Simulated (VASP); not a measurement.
**Au: work function with PBEsol**

Slab: Au, a slab with vacuum.

```
CELL_PARAMETERS angstrom
3.89478 0.00000 0.00000
0.00000 3.89478 0.00000
0.00000 0.00000 29.50370
ATOMIC_POSITIONS crystal
Au 0.50000 0.50000 0.38962
Au 0.00000 0.00000 0.38962
Au 0.00000 0.50000 0.46305
Au 0.50000 0.00000 0.46305
Au 0.50000 0.50000 0.53695
Au 0.00000 0.00000 0.53695
Au 0.00000 0.50000 0.61038
Au 0.50000 0.00000 0.61038
```

The cell was built by a generator and needn't be a form met in nature.

```
Program                : VASP 6.6.1
Task                   : work function
Functional             : PBEsol
Potentials or basis    : VASP PAW PBE potentials, release 64 (Au)
Cutoff                 : 520 eV
k mesh                 : 9 × 9 × 1
Occupations            : methfessel-paxton, width 0.1 eV
Spin                   : no spin polarisation
Dipole correction      : yes
Further INCAR settings : ALGO = Normal; EDIFF = 1e-06
```

| Property | Result |
| --- | --- |
| Largest force | 0.007 eV/Å |
| Band gap on the k mesh | none (metal or under the smearing width) |
| Work function of the upper face | 5.34 eV |
| Work function of the lower face | 5.34 eV |

Forces on the atoms (eV/Å):
```
Au   0.000  0.000 -0.005
Au   0.000  0.000 -0.005
Au   0.000  0.000 -0.007
Au   0.000  0.000 -0.007
Au   0.000  0.000  0.007
Au   0.000  0.000  0.007
Au   0.000  0.000  0.005
Au   0.000  0.000  0.005
```

Levels at points of the mesh, in eV from the Fermi level:
```tsv
k point	band 40	band 41	band 42	band 43	band 44	band 45	band 46	band 47	band 48	band 49
(0.00, 0.00, 0.00)	-1.03	-1.03	-0.86	-0.57	-0.57	0.70	2.75	2.75	4.95	4.95
```

Run time: 2.7 min on 2 MPI ranks on Intel(R) Xeon(R) 6975P-C (Granite Rapids) (shared host), peak memory 0.58 GiB a rank.

Caveat: the PAW data sets were made with another functional, which shifts forces and pressure a little. The run has no spin-orbit coupling, so splittings on Au are missing.
